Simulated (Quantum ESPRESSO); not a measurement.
# Si: equation of state with PBE+D3(BJ)

The system is Si.

```
Si
1.0
     0.00000    2.72185    2.72185
     2.72185    0.00000    2.72185
     2.72185    2.72185    0.00000
Si
2
Direct
  0.50000 0.50000 0.50000
  0.75000 0.75000 0.75000
```

| Item | Value |
| --- | --- |
| Program | Quantum ESPRESSO 7.5 |
| Task | equation of state |
| Functional | PBE |
| Dispersion | D3(BJ) |
| Potentials or basis | PseudoDojo 0.4.1 SR PBE standard |
| Cutoff | 490 eV |
| Density cutoff | 1959 eV |
| k mesh | 8 × 8 × 8 |
| Occupations | fermi-dirac, width 0.05 eV |
| Spin | no spin polarisation |

- Equilibrium volume: 19.94 Å³/atom
- Bulk modulus: 91 GPa
- Pressure derivative of the bulk modulus: 5.1

Energy against volume, from the lowest point:
| volume (Å³/atom) | energy (meV/atom) |
| --- | --- |
| 18.955 | 14.94 |
| 19.358 | 4.73 |
| 19.761 | 0.00 |
| 20.165 | 0.17 |
| 20.568 | 4.71 |
| 20.971 | 13.07 |
| 21.375 | 24.76 |

All runs of the series together: 28 s on 1 thread of Arm Neoverse V1, on a shared host.
